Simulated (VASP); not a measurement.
Input of a VASP 6.6.1 run:

The input INCAR:

```
PREC     = Accurate       # precision mode
ENCUT    = 600            # plane-wave cutoff, eV
EDIFF    = 1E-7           # SCF threshold, eV
ISMEAR   = 0              # smearing method
SIGMA    = 0.03           # smearing width, eV
LREAL    = F              # projectors in reciprocal space
LASPH    = T              # aspherical terms in the spheres
NELM     = 80             # most SCF steps
ALGO     = Normal         # electronic algorithm
ISIF     = 4              # what is computed and relaxed
LWAVE    = F              # write WAVECAR
LCHARG   = F              # write CHGCAR
METAGGA  = R2SCAN         # meta-GGA
LMIXTAU  = T            
IBRION   = 2              # ionic algorithm
NSW      = 40             # ionic steps
EDIFFG   = -0.01          # ionic threshold
KPAR     = 2
```

KPOINTS

```
regular mesh
0
Gamma
  7 7 7
```

File POSCAR:

```
BaTiO3                                  
1.0
    2.9042058125      1.6767440076      2.3826185611
   -2.9042058125      1.6767440076      2.3826185611
   -0.0000000000     -3.3534880152      2.3826185611
  Ba              Ti              O             
     1     1     3
Direct
     0.9975285894313949    0.9975285894313949    0.9975285894313949
     0.4842479316109137    0.4842479316109137    0.4842479316109137
     0.5093152506110088    0.5093152506110088    0.0187929777356718
     0.0187929777356718    0.5093152506110088    0.5093152506110088
     0.5093152506110088    0.0187929777356718    0.5093152506110088
```

Potentials or basis: VASP PAW PBE potentials, release 64 (Ba_sv, Ti_sv, O).

Command:

```sh
$ cat potpaw_PBE.64/Ba_sv/POTCAR potpaw_PBE.64/Ti_sv/POTCAR potpaw_PBE.64/O/POTCAR > POTCAR
$ mpirun -np 2 vasp_std > vasp.out
```

Estimate the band gap on the k mesh.

3.15 eV, indirect (least direct gap 3.65 eV).

What does it give for the energy gained by relaxing?

8.3 meV/atom.

Forces on the atoms (eV/Å):
```
Ba   0.000  0.000 -0.003
Ti   0.000  0.000  0.002
O    0.000  0.000  0.000
O    0.000  0.000  0.000
O    0.000  0.000  0.000
```

Caveat: the PAW data sets were made with another functional, which shifts forces and pressure a little; spin-orbit coupling is left out, which moves the levels of the heavy elements; an odd mesh through Γ misses points on the zone boundary, where band edges often lie.
